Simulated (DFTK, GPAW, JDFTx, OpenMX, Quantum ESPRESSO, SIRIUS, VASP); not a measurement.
One calculation of Al2O3, 7 ways

```
Al O
1.0
     2.38025    1.37424    4.33187
    -2.38025    1.37424    4.33187
     0.00000   -2.74848    4.33187
Al O
4 6
Direct
  0.85216 0.85216 0.85216
  0.64784 0.64784 0.64784
  0.14784 0.14784 0.14784
  0.35216 0.35216 0.35216
  0.05668 0.75000 0.44332
  0.75000 0.44332 0.05668
  0.44332 0.05668 0.75000
  0.94332 0.25000 0.55668
  0.25000 0.55668 0.94332
  0.55668 0.94332 0.25000
```

Alike in all runs: task single point; functional PBE; k mesh 7 × 7 × 7; occupations fermi-dirac, width 0.05 eV; no spin polarisation; no spin-orbit coupling. Pressure is positive in compression and, in plane waves, holds the error of the finite cutoff.

| program and potentials | plane-wave cutoff (eV) | notes | pressure (GPa) | largest force (eV/Å) |
| --- | --- | --- | --- | --- |
| SIRIUS, PseudoDojo 0.4.1 PBE standard (scalar relativistic) | 1152 | - | 6.03 | 0.051 |
| Quantum ESPRESSO, SSSP 1.3 efficiency PBE | 748 | - | 7.75 | - |
| JDFTx, PseudoDojo-SR-PBE-0.5-standard | 1143 | - | 6.00 | 0.051 |
| VASP, PBE PAW files Al, O, 520 eV | 520 | - | 7.20 | - |
| OpenMX, OpenMX 2013 PBE set, Al7.0-s2p2d1, O6.0-s2p2d1, grid cutoff 400 Ry | - | atomic basis | 5.48 | 0.105 |
| GPAW, GPAW PAW data sets (gpaw-data 1.2.1) | 800 | - | 9.72 | 0.051 |
| DFTK, PseudoDojo SR PBE 0.4.1 standard (PBE) | 1143 | - | 6.02 | 0.052 |

Force on atom 3 (Al), eV/Å:

```csv
program and potentials,x,y,z
"SIRIUS, PseudoDojo 0.4.1 PBE standard (scalar relativistic)",0.000,0.000,0.051
"Quantum ESPRESSO, SSSP 1.3 efficiency PBE",0.000,0.000,0.047
"JDFTx, PseudoDojo-SR-PBE-0.5-standard",0.000,0.000,0.051
"VASP, PBE PAW files Al, O, 520 eV",0.000,0.000,0.027
"OpenMX, OpenMX 2013 PBE set, Al7.0-s2p2d1, O6.0-s2p2d1, grid cutoff 400 Ry",0.006,-0.010,0.078
"GPAW, GPAW PAW data sets (gpaw-data 1.2.1)",0.000,0.000,0.051
"DFTK, PseudoDojo SR PBE 0.4.1 standard (PBE)",0.000,0.000,0.052
```

The pressure spans 5.48 (OpenMX, OpenMX 2013 PBE set, Al7.0-s2p2d1, O6.0-s2p2d1, grid cutoff 400 Ry) to 9.72 GPa (GPAW, GPAW PAW data sets (gpaw-data 1.2.1)). Rows in atomic bases carry the error of their basis and grid, which can be large.

The functional is the same throughout but for its coding, so the spread measures potentials, basis and numerics; runs on potential files found faulty are left out.

All seven runs put this corundum cell under compression, so PBE would relax it to a larger volume. That is the functional's familiar underbinding: the lattice is close to the measured one, and PBE makes Al–O bonds slightly too long. Because the strongly ionic, densely packed oxide is very stiff, even a small volume mismatch costs several GPa.

The three PseudoDojo runs agree within 6.00–6.03 GPa, so differences between those codes hardly matter here. GPAW gives a much higher pressure but the same force on the listed Al, which suggests that its offset acts mainly on the volume dependence of the energy and barely on the internal coordinate.

The force on this Al points along the threefold axis, towards the Al across the shared octahedral face, a displacement the symmetry leaves free. OpenMX alone adds transverse components, which the crystal symmetry forbids; they are numerical, probably from the real-space grid, and no sign of a distortion. Without a relaxation or a volume scan, the pressures don't establish how far each equilibrium lattice constant would shift.
